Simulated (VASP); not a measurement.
In under changes of volume

One of the cells (26.913 Å³/atom); the others are scaled copies at fixed shape and fractional positions:

```
In
1.0
     3.24032    0.00000    0.00000
    -1.62016    2.80620    0.00000
     0.00000    0.00000    5.91951
In
2
Direct
  0.66667 0.33333 0.75000
  0.33333 0.66667 0.25000
```

This isn't the form of In at room conditions, which is tetragonal.

```yaml
Program: VASP 6.6.1
Functional: r2SCAN
Potentials_or_basis: VASP PAW PBE potentials, release 64 (In_d)
Cutoff: 520 eV
k_mesh: 8 × 8 × 4
Occupations: fermi-dirac, width 0.05 eV
Spin: no spin polarisation
```

```tsv
volume (Å³/atom)	energy over the lowest point (meV/atom)	pressure (GPa)
25.836	?	?
26.375	1.78	0.8
26.913	0.00	0.0
27.451	1.01	-0.8
27.989	4.48	-1.5
```

What does the run at 25.836 Å³/atom give?

Energy over the lowest point 6.60 meV/atom; pressure 1.8 GPa.

Worked out: A Birch-Murnaghan fit of order 2 (a polynomial in V^(-2/3)) to the other rows has its minimum at 26.98 Å³/atom with B0 = V·E''(V) = 41 GPa at fixed shape and positions, which overstates the stiffness. It gives 6.60 meV/atom at 25.836 Å³/atom, against the run's 6.60, and -dE/dV = 1.9 GPa, against 1.8.

Energies are extrapolated to zero smearing.

Caveats: the PAW data sets were made with another functional, which shifts forces and pressure a little.
